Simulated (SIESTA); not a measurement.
Crystal: Ge.

```
Ge
1.0
     0.00000    2.82891    2.82891
     2.82891    0.00000    2.82891
     2.82891    2.82891    0.00000
Ge
2
Direct
  0.75000 0.75000 0.75000
  0.50000 0.50000 0.50000
```

```yaml
Program: SIESTA 5.4.2
Task: single point
Functional: PBE
Potentials_or_basis: PseudoDojo 0.4 standard (PBE files)
Basis: DZP (energy shift 0.003 Ry; two zetas on semicore shells)
Grid_cutoff: 800 Ry
Energy_shift: 0.003 Ry
k_mesh: 8 × 8 × 8
Occupations: fermi-dirac, width 0.05 eV
Spin: no spin polarisation
```

On this cell: pressure 5.1 GPa; largest force zero by symmetry; band gap on the k mesh 0.07 eV, direct.

The same run follows on a disturbed copy (atoms moved at random, drawn with an rms of 0.05 Å):

```xyz
2
Lattice="0.0000 2.8289 2.8289 2.8289 0.0000 2.8289 2.8289 2.8289 0.0000" Properties=species:S:1:pos:R:3 pbc="T T T"
Ge    4.2054    4.2838    4.2270
Ge    2.8276    2.8391    2.7804
```

Q: What changes?

A: The energy moves by +10.1 meV/atom; pressure 5.3 GPa; largest force 0.754 eV/Å; band gap on the k mesh none (metal or under the smearing width).

Forces on the atoms (eV/Å):
```
Ge   0.477 -0.402 -0.424
Ge  -0.477  0.400  0.424
```

Stress tensor (GPa, compression positive):
```
 5.26 -1.22 -1.15
-1.22  5.29  1.41
-1.15  1.41  5.27
```

Caveats: the basis of atomic orbitals isn't converged, which shifts pressures, moduli and gaps.
